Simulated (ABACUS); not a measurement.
Crystal: BaS.

```
Ba S
1.0
     0.00000    3.19375    3.19375
     3.19375    0.00000    3.19375
     3.19375    3.19375    0.00000
Ba S
1 1
Cartesian
  0.0000 0.0000 0.0000
  3.1938 3.1938 3.1938
```

* Program: ABACUS 3.10.1
* Task: single point
* Functional: PBE
* Potentials or basis: PseudoDojo NC SR 0.4.1 PBE standard
* Cutoff: 776 eV
* Density cutoff: 3102 eV
* Basis: plane waves
* k mesh: 7 × 7 × 7
* Occupations: fermi-dirac, width 0.05 eV
* Spin: no spin polarisation

On this cell: pressure 1.1 GPa; largest force zero by symmetry; band gap on the k mesh 2.21 eV, indirect (least direct gap 2.34 eV).

The same run follows on a disturbed copy (atoms moved at random, drawn with an rms of 0.05 Å):

```
Ba S
1.0
     0.00000    3.19375    3.19375
     3.19375    0.00000    3.19375
     3.19375    3.19375    0.00000
Ba S
1 1
Direct
  0.99913 0.00938 0.00649
  0.50343 0.49802 0.49997
```

**Question.** What changes?

**Answer.** The energy moves by +1.9 meV/atom; pressure 1.2 GPa; largest force 0.126 eV/Å; band gap on the k mesh 2.21 eV, indirect (least direct gap 2.34 eV).

Forces on the atoms (eV/Å):
```
Ba  -0.116 -0.014 -0.045
S    0.116  0.014  0.045
```

Stress tensor (GPa, compression positive):
```
 1.24  0.00 -0.01
 0.00  1.10  0.00
-0.01  0.00  1.12
```

Caveats: this release of the barium file is off; spin-orbit coupling is left out, which moves the levels of the heavy elements; an odd mesh through Γ misses points on the zone boundary, where band edges often lie.
